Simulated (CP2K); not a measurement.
Runs of CP2K 2026.2 on La. Symmetry: P6_3/mmc, No. 194, hexagonal system. Conventional cell: a = 3.750 Å, b = 3.750 Å, c = 6.070 Å, α = 90.00°, β = 90.00°, γ = 120.00°. Around La (site symmetry -6m2) lie 12 La at 3.73 to 3.75 Å. This isn't the form of La at room conditions, which is double hcp.

```tsv
task	level	potentials or basis	cell	smearing	EPS_DEFAULT	NGRIDS	potentials	CUTOFF of the grids	points a segment of the path (NPOINTS)	gap on the mesh (eV)	pressure (GPa)
single point	PBEsol	GTH_POTENTIALS La GTH-PBE-q11; TZVP-MOLOPT-SR-GTH basis	as given	fermi-dirac 0.05 eV	1.0E-10	4	La GTH-PBE-q11 of GTH_POTENTIALS	450 Ry	-	none	-0.3
single point	PBEsol	GTH_POTENTIALS La GTH-PBE-q11; TZVP-MOLOPT-SR-GTH basis	atoms moved at random, drawn with an rms of 0.05 Å	fermi-dirac 0.05 eV	1.0E-10	5	La GTH-PBE-q11 of GTH_POTENTIALS	450 Ry	-	none	-0.3
band structure	r2SCAN	POTENTIAL_UZH La GTH-SCAN-q11; TZVP-MOLOPT-SR-GTH basis	as given	fermi-dirac 0.01 eV	1.0E-9	4	La GTH-SCAN-q11 of POTENTIAL_UZH	675 Ry	10	none	1.9
band structure	PBEsol	GTH_POTENTIALS La GTH-PBE-q11; TZVP-MOLOPT-SR-GTH basis	as given	fermi-dirac 0.0259 eV	1.0E-9	4	La GTH-PBE-q11 of GTH_POTENTIALS	450 Ry	6	none	-0.3
band structure	LDA	GTH_POTENTIALS La GTH-PADE-q11; TZVP-MOLOPT-SR-GTH basis	as given	fermi-dirac 0.05 eV	1.0E-9	5	La GTH-PADE-q11 of GTH_POTENTIALS	450 Ry	8	none	(a)
```

Alike in all rows: no spin polarisation; k mesh 8 × 8 × 5.

Q: Estimate the missing entries.

A: (a) -1.7.

Caveats: the basis of atomic orbitals isn't converged, which shifts pressures, moduli and gaps; the potentials were made for another functional, which shifts forces and pressure (some runs); spin-orbit coupling is left out, which moves the levels of the heavy elements (some runs).

A k mesh can miss the band edges, and the runs leave out spin-orbit coupling on La.

A gap of «none» marks a metal or a gap under the smearing width.

Runs at the PBE level aren't shown here.
